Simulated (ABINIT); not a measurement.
Set up this calculation in ABINIT 10.8.3 (patched build), as the native input.

```
Task                : single point
Functional          : PBE
Potentials or basis : JTH PAW PBE v2.0
Cutoff              : 435 eV
k mesh              : 8 × 8 × 6
Occupations         : fermi-dirac, width 0.05 eV
Spin                : no spin polarisation
Fine-grid cutoff    : 870.764 eV
```

Sb:

```
CELL_PARAMETERS angstrom
1.57654 -1.57654 -2.71194
1.57654 -1.57654 2.71194
-3.15308 -3.15308 0.00000
ATOMIC_POSITIONS crystal
Sb 0.63721 0.62226 0.53452
Sb 0.86279 0.87774 0.96548
```

This isn't the form of Sb at room conditions, which is rhombohedral.

These files were run (other wordings do the same):

run.abi

```
pp_dirpath "./"
pseudos "Sb.GGA_PBE-JTH.xml"

acell 3*1.0
rprim
     2.9792291647    -2.9792291647    -5.1248208995
     2.9792291647    -2.9792291647     5.1248208995
    -5.9584583482    -5.9584583482     0.0000000000
ntypat 1
znucl 51
natom 2
typat 1 1
xcart
     0.5673045989    -6.9371713772    -0.0766132538
    -0.5673046272   -10.9382036391     0.0766132538
chkprim 0
chksymtnons 0
tolsym 1.0e-6

ecut 435.382180 eV
pawecutdg 32.0
pawxcdev 0
pawovlp 30

kptopt 1
ngkpt 8 8 6
nshiftk 1
shiftk 0.0 0.0 0.0

ixc 11

nband 19
occopt 3
tsmear 0.00183747

nstep 100
tolvrs 1.0e-9

iomode 3
prtwf 0
prtden 0
prteig 0
prtebands 0
```

Potentials or basis: JTH PAW PBE v2.0.

Run with:

```bash
$ abinit run.abi > log 2>&1
```

Results of the run:

- Pressure: 33.2 GPa
- Largest force: 11.658 eV/Å
- Band gap on the k mesh: none (metal or under the smearing width)

Caveat: a pressure of tens of GPa on the cell as given is suspect, and the run, the potentials or the cell itself is likely at fault; forces of over 1 eV/Å show positions far from the minimum, so gaps and moduli don't describe the material at rest; the atomic spheres overlap.

It took 2.4 min on 1 thread of Intel(R) Xeon(R) Platinum 8259CL CPU @ 2.50GHz (Skylake/Cascade Lake), with other jobs on the host, peak memory 0.21 GiB.
